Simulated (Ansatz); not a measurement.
# 2H-WSe2 bilayer (2H stacking) in a perpendicular field, part 2 of 3

Aim: how the 2H-WSe2 bilayer (2H stacking) screens a field along its normal, and what the field does to its bands. A positive field points along +c.

Ansatz 0.2.0; plane-wave DFT, PBE-D3(BJ), Ansatz PAW.

So far. Step 2 (Relaxing the slab): The lattice constant a goes from 3.320 to 3.282 Å.

### Step 3. Atoms held, field 0, start network

A sawtooth potential applies the field, turning back in the middle of the vacuum. With the dipole correction the typed value is the field outside the slab. The induced dipole is small, so the SCF threshold is tight.

The cell differs from the one that the last finished run ended in (c 52.181 → 27.772 Å).

input.yaml reads:

```yaml
crystal:
  lattice:
    - [3.2822667302, 0.0, 0.0]
    - [-1.6411333651, 2.8425263704, 0.0]
    - [0.0, 0.0, 27.7720183185]
  atoms:
    - { symbol: Se, position: [0.3333333333, 0.6666666667, 0.3240671923] }
    - { symbol: W, position: [0.0, 0.0, 0.3847428736] }
    - { symbol: Se, position: [0.3333333333, 0.6666666667, 0.4453928943] }
    - { symbol: Se, position: [0.0, 0.0, 0.5546071057] }
    - { symbol: W, position: [0.3333333333, 0.6666666667, 0.6152571264] }
    - { symbol: Se, position: [0.0, 0.0, 0.6759328077] }
kpoints:
  mp_grid: { grid: [18, 18, 1] }
  band_path:
    path: [[0, 0, 0], [0.5, 0, 0], [0.33333333, 0.33333333, 0], [0, 0, 0]]
    npoints: 16
hamiltonian:
  xc: pbe
  dispersion: d3bj
scf:
  occupations: { method: fermi_dirac, width: 0.02585 }
  convergence: { dr2_threshold: 1.0e-10 }
efield:
  axis: 3
  dipole_correction: true
  ramp_position: 0.97
  ramp_width: 0.06
  amplitude: 0
output:
  dos: { projected: true, e_range: [-6, 5] }
  write_potential: true
  write_density: true
  volumetric_format: npy
  elf: true
```

Started as:

```sh
$ ansatz run input.yaml --threads 4 --pin off --max-ram 8192MiB --backend cpu --events-out ev --progress --plain --runs-dir out
```

Numbers of over 12 decimals in the logs are rounded to 6 here.

The log of the run:

```text
[...]
Crystal: 6 atoms, lattice volume = 259.111 Å³
Basis set: ecut = 420 eV, 5181 PW (Γ)
Bands: 56, of which v1, the nominal top of the filled ones, is band 46 counted from 1 (45 counted from 0)
Symmetry: 6 space group operations
k-points: 37 of 324 (time reversal used)
[...]
SCF iter   1: F=—  HF=-42651.647168 eV  |F-HF|=—  |Δ(HF+E_count)|=         —  Δρ=3.26e-3  dr2=5.51e-2  ethr=1.77e-3  p=0.000 e·Å  D=2.62e-13 V/Å  ΔV_dip=-0.00 eV  dr2_dipole=2.94e-9  V_vac-E_F(+/−)=4.22/4.22 eV  ⟨swp⟩=9.2  Hψ=8511  notcnv=0  defer=5
efield: sawtooth ramp at fractional position 0.9700 (set: `efield.ramp_position`, or a place that a band, a saddle search or an elastic batch's reference lends), width 0.0600; the density the first Hamiltonian is built on has a dipole p = 0.000 e·Å; the dipole correction subtracts the counter field D = 2.62e-13 V/Å, which shifts the + side's vacuum level by -0.00 eV against the − side's; the planar-averaged density in the ramp window peaks in size at 1.2e-5 e/Å³
[...]
SCF iter   2: F=—  HF=-42651.653185 eV  |F-HF|=—  |Δ(HF+E_count)|=   6.02e-3  Δρ=2.04e-3  dr2=4.02e-2  ethr=5.99e-5  p=-0.000 e·Å  D=-1.07e-5 V/Å  ΔV_dip=0.00 eV  dr2_dipole=3.52e-9  V_vac-E_F(+/−)=4.40/4.40 eV  ⟨swp⟩=3.1  Hψ=3461  notcnv=0  defer=105
[...]
SCF iter  13: F=-42651.654228 eV  HF=-42651.654228 eV  |F-HF|=4.37e-11  |Δ(HF+E_count)|=  3.64e-11  Δρ=4.93e-8  dr2=1.17e-11  ethr=1.00e-12  p=-0.000 e·Å  D=-1.39e-7 V/Å  ΔV_dip=0.00 eV  dr2_dipole=2.30e-12  V_vac-E_F(+/−)=4.30/4.30 eV  ⟨swp⟩=1.3  Hψ=4242  notcnv=0
SCF 1 converged in 13 iterations: F = -42651.654228 eV  dr2 = 1.17e-11
[...]
NSCF: frozen V_eff on 49 k-points
efield: sawtooth ramp at fractional position 0.9700 (kept from the solve that this one continues, or follows in the run), width 0.0600; the density the first Hamiltonian is built on has a dipole p = -0.000 e·Å; the dipole correction subtracts the counter field D = -1.39e-7 V/Å, which shifts the + side's vacuum level by +0.00 eV against the − side's; the planar-averaged density in the ramp window peaks in size at 1.1e-5 e/Å³
[...]
SCF converged after 13 iterations
Free energy (F): -42651.654228 eV
[...]
Internal energy: -42651.654228 eV  (E = F + TS)
E sigma→0 (E₀):  -42651.654228 eV
Fermi energy:    4.013776 eV
Dipole field:    D = 0.000002 V/Å  (p = 0.000002 e·Å, saw-weighted, corrected)
Work function:   Φ+ = 4.3011 eV   Φ− = 4.3011 eV
Levels:          The Fermi level and band energies are counted from a zero that moves with the ramp; work functions are not
[...]
--- Band table (eV; the first three rows and the last of 37) ---
  k-point 0: bands = [... 42 lower, 2.1035, 2.1035, 2.6546, 3.3929, 6.2037, 6.2037, 6.2552, 6.2552, ... 6 higher]
  k-point 1: bands = [... 42 lower, 2.0802, 2.1554, 2.6589, 3.3393, 6.1123, 6.1269, 6.1731, 6.2120, ... 6 higher]
  k-point 2: bands = [... 42 lower, 1.9849, 2.2040, 2.6477, 3.1547, 5.7070, 5.8254, 5.8991, 6.0235, ... 6 higher]
  k-point 36: bands = [... 42 lower, 0.8812, 0.8812, 3.1647, 3.3134, 4.9385, 4.9385, 5.6593, 6.3320, ... 6 higher]
```

The job ended after 25 s (4 threads of Intel Xeon at 2.70GHz, shared host; peak memory 1 GiB; 94 s of CPU time).

This step gave:

```yaml
gap_on_the_k_mesh: 1.284 eV
dipole_along_the_normal: 2.37e-6 e·Å
gap_along_the_path: 1.276 eV
smallest_direct_gap_along_the_path: 1.625 eV
ionisation_energy_upper_face: 4.922 eV
electron_affinity_upper_face: 3.646 eV
gap_the_smaller_of_path_and_mesh: 1.276 eV
```

Running mean over a fixed 2.7 Å (it still follows the layers) of the planar mean; the ramp of the sawtooth is left out. Electron's electrostatic potential energy less the Fermi level against z:

```csv
z (Å),electron's electrostatic potential energy less the Fermi level (eV)
3.5,4.30
4.0,4.30
4.5,4.30
5.0,4.30
5.5,4.29
6.0,4.25
6.5,4.07
7.0,3.27
7.5,1.65
8.0,-0.183
8.5,-2.12
9.0,-4.76
9.5,-8.14
10.0,-9.91
10.5,-10.2
11.0,-10.1
11.5,-9.67
12.0,-7.35
12.5,-4.02
13.0,-1.90
13.5,-1.00
14.0,-0.893
14.5,-1.26
15.0,-2.69
15.5,-5.46
16.0,-8.69
16.5,-10.0
17.0,-10.2
17.5,-10.1
18.0,-9.38
18.5,-6.64
19.0,-3.39
19.5,-1.22
20.0,0.664
20.5,2.43
21.0,3.77
21.5,4.18
22.0,4.27
22.5,4.29
23.0,4.30
23.5,4.30
24.0,4.30
24.5,4.30
```

The density of states has structure finer than the step of the table below, so its rows give means over 0.25 eV, whole bins alone (the curve runs from -6 to 2.63 eV). Peaks (eV: height): -5.150: 10.5, -4.730: 11.0, -3.080: 12.8, -2.880: 10.9, 1.610: 10.3, 1.720: 12.5, 1.860: 12.2.

Table of density of states by energy, zero at the Fermi level of the run, which the smearing sets inside the gap; means over each step:

```csv
energy (eV),density of states (states/eV a cell)
-5.75,3.98
-5.50,2.59
-5.25,4.38
-5.00,4.68
-4.75,6.14
-4.50,2.71
-4.25,3.95
-4.00,5.77
-3.75,5.72
-3.50,3.41
-3.25,3.47
-3.00,7.55
-2.75,7.04
-2.50,6.37
-2.25,5.08
-2.00,3.56
-1.75,4.06
-1.50,6.97
-1.25,3.49
-1.00,1.78
-0.75,0.636
-0.50,0.00430
-0.25,0
0.00,0
0.25,0
0.50,0
0.75,1.23
1.00,2.74
1.25,4.40
1.50,6.33
1.75,10.1
2.00,8.90
2.25,5.85
2.50,4.72
```

Projected DOS per atom over height of the atomic layer and energy from the Fermi level. Layers: Se W Se Se W Se from below.

Ten even steps from '_' (0.00 states/eV) to '@' (2.85 states/eV), each cell a mean:
```
..==....==..
::@@::::@@::
::@@::::@@::
..++....++..
__::____::__
____________
____________
____________
____________
__::____::__
::**....**::
::::....::::
::::::::::::
==--====--==
------------
..::....::..
------------
::::::::::::
::::::::::::
------------
............
::::::::::::
```
Columns: height of the atomic layer (Å) from 9 to 18.8 (not evenly spaced); rows upwards: energy from the Fermi level (eV) from -5.96 to 2.59.

Electronic bands along the path, in eV, zero at the Fermi level of the run, which the smearing sets inside the gap:

```csv
point,band 43,band 44,band 45,band 46,band 47,band 48,band 49,band 50
Γ,-1.91,-1.91,-1.36,-0.62,2.19,2.19,2.24,2.24
halfway,-2.27,-2.26,-1.77,-1.70,0.99,1.42,1.58,1.73
M,-1.84,-1.76,-1.72,-1.56,1.72,1.74,1.95,2.15
halfway,-3.11,-2.86,-1.23,-1.06,1.45,1.52,2.15,2.32
K,-3.13,-3.13,-0.85,-0.70,0.92,0.92,1.65,2.32
halfway,-2.14,-2.06,-1.58,-1.55,0.66,1.14,1.64,1.73
Γ,-1.91,-1.91,-1.36,-0.62,2.19,2.19,2.24,2.24
```

ELF in the ca plane at fractional y = 0.667, with atoms of Se and W within 0.2 Å of it. It is the smooth field of the valence electrons, not physical close to the nuclei.

Ten even steps from '0' (0.00) to '9' (0.89), each cell a mean:
```
00000000000000000123432232234331003787764333
00000000000000000012221233122210004788765434
00000000000000012456653222256654102677764222
00000000000000257888886322578888511245643454
00000000000002479996577423676689830013325767
00000000000012589984257423663269940001237526
00000000000002589985367423674379930012326647
00000000000001368998787423587789720134433676
00000000000000125777775222367776301466653232
```
Columns run along c (16.0 Å, from fractional 0.07 to 0.64 of the cell), rows up along a (3.3 Å). Atoms in or near the plane, at fractional coordinates: Se at (0.32, 0.33), Se at (0.45, 0.33), W at (0.62, 0.33).

Valence density in the ca plane at fractional y = 0.667, with atoms of Se and W within 0.2 Å of it. It is the smooth field of the valence electrons, not physical close to the nuclei.

Values in e/Å³, 5 rows by 16 columns, each cell a mean:
```
 0  0  0  0  0  0  0  0  0  0  0  0  0  0  0  0
 0  0  0  0  0  0  0  0  0  0  0  0  0  0  0  1
 0  0  0  0  0  0  1  7  0  0  7  1  0  0  1  4
 0  0  0  0  0  0  2 15  0  0 15  2  0  0  2  5
 0  0  0  0  0  0  0  1  0  0  1  0  0  0  1  1
```
Columns run along c (16.0 Å, from fractional 0.07 to 0.64 of the cell), rows up along a (3.3 Å). Atoms in or near the plane, at fractional coordinates: Se at (0.32, 0.33), Se at (0.45, 0.33), W at (0.62, 0.33).

Electrostatic potential energy in the ca plane at fractional y = 0.667, with atoms of Se and W within 0.2 Å of it. With pseudopotentials it is smooth inside the atoms' cores, unlike the true potential.

Ten even steps from '0' (-38 eV) to '9' (8 eV), each cell a mean:
```
99999999999999999999988655789999999876788888
99999999999999999999988655789999999876688888
99999999999999999998888766788889999987788777
99999999999999999865568888875568999998886323
99999999999999999755646888755655899999872000
99999999999999999657755898746765899999860000
99999999999999999656655898746765899999861000
99999999999999999854457888854556999999874101
99999999999999999987778777887678999988887656
```
Columns run along c (16.0 Å, from fractional 0.07 to 0.64 of the cell; values clipped at the 3rd and 97th percentile), rows up along a (3.3 Å). Atoms in or near the plane, at fractional coordinates: Se at (0.32, 0.33), Se at (0.45, 0.33), W at (0.62, 0.33).

The gap is 1.28 eV, with the valence edge 4.92 eV and the conduction edge 3.65 eV under the upper vacuum level. Spin-orbit coupling, left out in this run, matters for the bands of elements this heavy.

### Step 4. Single point, field 0.05 V/Å

Edit input.yaml of step 3 so:

```diff
@@ -28,5 +28,4 @@
   ramp_width: 0.06
-  amplitude: 0
+  amplitude: 0.05
 output:
-  dos: { projected: true, e_range: [-6, 5] }
   write_potential: true
@@ -34,2 +33 @@
   volumetric_format: npy
-  elf: true
```

The log of the run:

```text
[...]
Crystal: 6 atoms, lattice volume = 259.111 Å³
Basis set: ecut = 420 eV, 5181 PW (Γ)
Bands: 56, of which v1, the nominal top of the filled ones, is band 46 counted from 1 (45 counted from 0)
Symmetry: 6 space group operations
k-points: 37 of 324 (time reversal used)
[...]
k-point 0: bands = [... 42 lower, 2.1125, 2.1125, 2.6543, 3.3932, 6.1984, 6.1984, 6.2583, 6.2583, ... 6 higher]
  k-point 1: bands = [... 42 lower, 2.0760, 2.1593, 2.6588, 3.3396, 6.0990, 6.1352, 6.1701, 6.2168, ... 6 higher]
  k-point 2: bands = [... 42 lower, 1.9835, 2.2048, 2.6475, 3.1551, 5.7033, 5.8254, 5.9005, 6.0254, ... 6 higher]
  k-point 36: bands = [... 42 lower, 0.8638, 0.8987, 3.1620, 3.3160, 4.9185, 4.9583, 5.6586, 6.3325, ... 6 higher]
[key lines of the parts left out:]
SCF converged after 15 iterations
Free energy (F): -42651.654951 eV
Fermi energy:    4.013564 eV
Dipole field:    D = 0.020191 V/Å  (p = 0.028912 e·Å, saw-weighted, corrected)
```

The job ended after 27 s (4 threads; peak memory 0.97 GiB; 1.7 min of CPU time).

The dipole is 0.0289 e·Å, and the gap 1.274 eV.

### Step 5. Single point, field -0.05 V/Å

Edit input.yaml of step 4 so:

```diff
@@ -28,3 +28,3 @@
   ramp_width: 0.06
-  amplitude: 0.05
+  amplitude: -0.05
 output:
```

The log of the run:

```text
[...]
Crystal: 6 atoms, lattice volume = 259.111 Å³
Basis set: ecut = 420 eV, 5181 PW (Γ)
Bands: 56, of which v1, the nominal top of the filled ones, is band 46 counted from 1 (45 counted from 0)
Symmetry: 6 space group operations
k-points: 37 of 324 (time reversal used)
[...]
k-point 0: bands = [... 42 lower, 2.1125, 2.1125, 2.6543, 3.3932, 6.1984, 6.1984, 6.2583, 6.2583, ... 6 higher]
  k-point 1: bands = [... 42 lower, 2.0760, 2.1593, 2.6588, 3.3396, 6.0990, 6.1352, 6.1701, 6.2168, ... 6 higher]
  k-point 2: bands = [... 42 lower, 1.9835, 2.2048, 2.6475, 3.1551, 5.7033, 5.8254, 5.9005, 6.0254, ... 6 higher]
  k-point 36: bands = [... 42 lower, 0.8638, 0.8987, 3.1620, 3.3160, 4.9185, 4.9583, 5.6586, 6.3325, ... 6 higher]
[key lines of the parts left out:]
SCF converged after 15 iterations
Free energy (F): -42651.654951 eV
Fermi energy:    4.013564 eV
Dipole field:    D = -0.020191 V/Å  (p = -0.028912 e·Å, saw-weighted, corrected)
```

It took 26 s on 4 threads; peak memory 0.97 GiB.

The dipole is -0.0289 e·Å, and the gap 1.274 eV.

### Step 6. Atoms held, field 0.1 V/Å

Edit input.yaml of step 5 so:

```diff
@@ -26,5 +26,5 @@
   dipole_correction: true
-  ramp_position: 0.97
-  ramp_width: 0.06
-  amplitude: -0.05
+  ramp_position: 0.9604
+  ramp_width: 0.0792
+  amplitude: 0.1
 output:
```

The log of the run:

```text
[...]
Crystal: 6 atoms, lattice volume = 259.111 Å³
Basis set: ecut = 420 eV, 5181 PW (Γ)
Bands: 56, of which v1, the nominal top of the filled ones, is band 46 counted from 1 (45 counted from 0)
Symmetry: 6 space group operations
k-points: 37 of 324 (time reversal used)
[...]
k-point 0: bands = [... 42 lower, 2.1294, 2.1294, 2.6535, 3.3942, 6.1856, 6.1856, 6.2637, 6.2637, ... 6 higher]
  k-point 1: bands = [... 42 lower, 2.0652, 2.1689, 2.6583, 3.3406, 6.0787, 6.1330, 6.1751, 6.2118, ... 6 higher]
  k-point 2: bands = [... 42 lower, 1.9792, 2.2073, 2.6471, 3.1565, 5.6931, 5.8242, 5.9051, 6.0306, ... 6 higher]
  k-point 36: bands = [... 42 lower, 0.8465, 0.9163, 3.1543, 3.3230, 4.8982, 4.9780, 5.6565, 6.3340, ... 6 higher]
[key lines of the parts left out:]
SCF converged after 15 iterations
Free energy (F): -42651.657120 eV
Fermi energy:    4.012945 eV
Dipole field:    D = 0.040378 V/Å  (p = 0.057819 e·Å, saw-weighted, corrected)
```

Elapsed: 31 s, on 4 threads; peak memory 0.97 GiB.

The dipole is 0.0578 e·Å, and the gap 1.271 eV.

### Step 7. Atoms held, field -0.1 V/Å

Edit input.yaml of step 6 so:

```diff
@@ -28,3 +28,3 @@
   ramp_width: 0.0792
-  amplitude: 0.1
+  amplitude: -0.1
 output:
```

The log of the run:

```text
[...]
Crystal: 6 atoms, lattice volume = 259.111 Å³
Basis set: ecut = 420 eV, 5181 PW (Γ)
Bands: 56, of which v1, the nominal top of the filled ones, is band 46 counted from 1 (45 counted from 0)
Symmetry: 6 space group operations
k-points: 37 of 324 (time reversal used)
[...]
k-point 0: bands = [... 42 lower, 2.1294, 2.1294, 2.6535, 3.3942, 6.1856, 6.1856, 6.2637, 6.2637, ... 6 higher]
  k-point 1: bands = [... 42 lower, 2.0652, 2.1689, 2.6583, 3.3406, 6.0787, 6.1330, 6.1751, 6.2118, ... 6 higher]
  k-point 2: bands = [... 42 lower, 1.9792, 2.2073, 2.6471, 3.1565, 5.6931, 5.8242, 5.9051, 6.0306, ... 6 higher]
  k-point 36: bands = [... 42 lower, 0.8465, 0.9163, 3.1543, 3.3230, 4.8982, 4.9780, 5.6565, 6.3340, ... 6 higher]
[key lines of the parts left out:]
SCF converged after 16 iterations
Free energy (F): -42651.657120 eV
Fermi energy:    4.012946 eV
Dipole field:    D = -0.040381 V/Å  (p = -0.057823 e·Å, saw-weighted, corrected)
```

Elapsed: 28 s, on 4 threads; peak memory 0.98 GiB.

The dipole is -0.0578 e·Å, and the gap 1.271 eV.

### Step 8. Atoms held, field 0.2 V/Å

Edit input.yaml of step 7 so:

```diff
@@ -28,3 +28,3 @@
   ramp_width: 0.0792
-  amplitude: -0.1
+  amplitude: 0.2
 output:
```

The log of the run:

```text
[...]
Crystal: 6 atoms, lattice volume = 259.111 Å³
Basis set: ecut = 420 eV, 5181 PW (Γ)
Bands: 56, of which v1, the nominal top of the filled ones, is band 46 counted from 1 (45 counted from 0)
Symmetry: 6 space group operations
k-points: 37 of 324 (time reversal used)
[...]
k-point 0: bands = [... 42 lower, 2.1664, 2.1664, 2.6503, 3.3980, 6.1512, 6.1512, 6.2606, 6.2606, ... 6 higher]
  k-point 1: bands = [... 42 lower, 2.0834, 2.1953, 2.6565, 3.3446, 6.0345, 6.1007, 6.1934, 6.2075, ... 6 higher]
  k-point 2: bands = [... 42 lower, 1.9633, 2.2160, 2.6455, 3.1620, 5.6592, 5.8126, 5.9257, 6.0397, ... 6 higher]
  k-point 36: bands = [... 42 lower, 0.8124, 0.9515, 3.1286, 3.3463, 4.8573, 5.0166, 5.6482, 6.3397, ... 6 higher]
[key lines of the parts left out:]
SCF converged after 15 iterations
Free energy (F): -42651.665794 eV
Fermi energy:    4.010747 eV
Dipole field:    D = 0.080776 V/Å  (p = 0.115666 e·Å, saw-weighted, corrected)
```

Wall time 32 s (4 threads); peak memory 0.98 GiB.

The dipole is 0.116 e·Å, and the gap 1.257 eV.

### Step 9. Single point, field -0.2 V/Å

Edit input.yaml of step 8 so:

```diff
@@ -28,3 +28,3 @@
   ramp_width: 0.0792
-  amplitude: 0.2
+  amplitude: -0.2
 output:
```

The log of the run:

```text
[...]
Crystal: 6 atoms, lattice volume = 259.111 Å³
Basis set: ecut = 420 eV, 5181 PW (Γ)
Bands: 56, of which v1, the nominal top of the filled ones, is band 46 counted from 1 (45 counted from 0)
Symmetry: 6 space group operations
k-points: 37 of 324 (time reversal used)
[...]
k-point 0: bands = [... 42 lower, 2.1664, 2.1664, 2.6503, 3.3980, 6.1512, 6.1512, 6.2606, 6.2606, ... 6 higher]
  k-point 1: bands = [... 42 lower, 2.0834, 2.1953, 2.6565, 3.3446, 6.0345, 6.1007, 6.1934, 6.2075, ... 6 higher]
  k-point 2: bands = [... 42 lower, 1.9633, 2.2160, 2.6455, 3.1620, 5.6592, 5.8127, 5.9257, 6.0397, ... 6 higher]
  k-point 36: bands = [... 42 lower, 0.8124, 0.9515, 3.1286, 3.3463, 4.8573, 5.0166, 5.6482, 6.3397, ... 6 higher]
[key lines of the parts left out:]
SCF converged after 15 iterations
Free energy (F): -42651.665794 eV
Fermi energy:    4.010747 eV
Dipole field:    D = -0.080776 V/Å  (p = -0.115667 e·Å, saw-weighted, corrected)
```

Run time: 28 s. Hardware: 4 threads; peak memory 0.98 GiB; 1.8 min of CPU time.

The dipole is -0.116 e·Å, and the gap 1.257 eV.

### Step 10. Atoms held, field 0.3 V/Å

Edit input.yaml of step 9 so:

```diff
@@ -26,5 +26,5 @@
   dipole_correction: true
-  ramp_position: 0.9604
-  ramp_width: 0.0792
-  amplitude: -0.2
+  ramp_position: 0.9578
+  ramp_width: 0.0844
+  amplitude: 0.3
 output:
```

The log of the run:

```text
[...]
Crystal: 6 atoms, lattice volume = 259.111 Å³
Basis set: ecut = 420 eV, 5181 PW (Γ)
Bands: 56, of which v1, the nominal top of the filled ones, is band 46 counted from 1 (45 counted from 0)
Symmetry: 6 space group operations
k-points: 37 of 324 (time reversal used)
[...]
k-point 0: bands = [... 42 lower, 2.2038, 2.2038, 2.6452, 3.4042, 6.1123, 6.1123, 6.2354, 6.2354, ... 6 higher]
  k-point 1: bands = [... 42 lower, 2.1206, 2.2237, 2.6538, 3.3512, 5.9871, 6.0620, 6.1673, 6.2008, ... 6 higher]
  k-point 2: bands = [... 42 lower, 1.9395, 2.2274, 2.6434, 3.1708, 5.6152, 5.7898, 5.9565, 6.0076, ... 6 higher]
  k-point 36: bands = [... 42 lower, 0.7791, 0.9867, 3.0951, 3.3758, 4.8156, 5.0543, 5.6347, 6.3488, ... 6 higher]
[key lines of the parts left out:]
SCF converged after 15 iterations
Free energy (F): -42651.680254 eV
Fermi energy:    4.008034 eV
Dipole field:    D = 0.121194 V/Å  (p = 0.173542 e·Å, saw-weighted, corrected)
```

Elapsed: 31 s, on 4 threads; peak memory 0.98 GiB.

The dipole is 0.174 e·Å, and the gap 1.235 eV.

### Step 11. Single point, field -0.3 V/Å

Edit input.yaml of step 10 so:

```diff
@@ -28,3 +28,3 @@
   ramp_width: 0.0844
-  amplitude: 0.3
+  amplitude: -0.3
 output:
```

The log of the run:

```text
[...]
Crystal: 6 atoms, lattice volume = 259.111 Å³
Basis set: ecut = 420 eV, 5181 PW (Γ)
Bands: 56, of which v1, the nominal top of the filled ones, is band 46 counted from 1 (45 counted from 0)
Symmetry: 6 space group operations
k-points: 37 of 324 (time reversal used)
[...]
k-point 0: bands = [... 42 lower, 2.2038, 2.2038, 2.6452, 3.4042, 6.1123, 6.1123, 6.2354, 6.2354, ... 6 higher]
  k-point 1: bands = [... 42 lower, 2.1206, 2.2237, 2.6538, 3.3512, 5.9871, 6.0620, 6.1673, 6.2008, ... 6 higher]
  k-point 2: bands = [... 42 lower, 1.9395, 2.2274, 2.6434, 3.1708, 5.6152, 5.7898, 5.9565, 6.0076, ... 6 higher]
  k-point 36: bands = [... 42 lower, 0.7791, 0.9867, 3.0951, 3.3758, 4.8156, 5.0543, 5.6347, 6.3488, ... 6 higher]
[key lines of the parts left out:]
SCF converged after 16 iterations
Free energy (F): -42651.680254 eV
Fermi energy:    4.008034 eV
Dipole field:    D = -0.121194 V/Å  (p = -0.173543 e·Å, saw-weighted, corrected)
```

Wall time 28 s (4 threads); peak memory 0.97 GiB.

The dipole is -0.174 e·Å, and the gap 1.235 eV.

(Continued in part 3 of 3.)

[Logs are printed without paths, hosts, clocks, repeated set-up lines and the standing remarks that a program may print on its own settings, such as how far it seeks lower states.]

[Hosts, paths, dates, database ids (printed as entryN), source tags and the programs' standing remarks are cut or masked in the printed files.]

[Maps of the electrostatic potential energy from Ansatz leave out the sawtooth potential of an applied field or a dipole correction, so their vacuum need not be flat; planar profiles and work functions include it.]
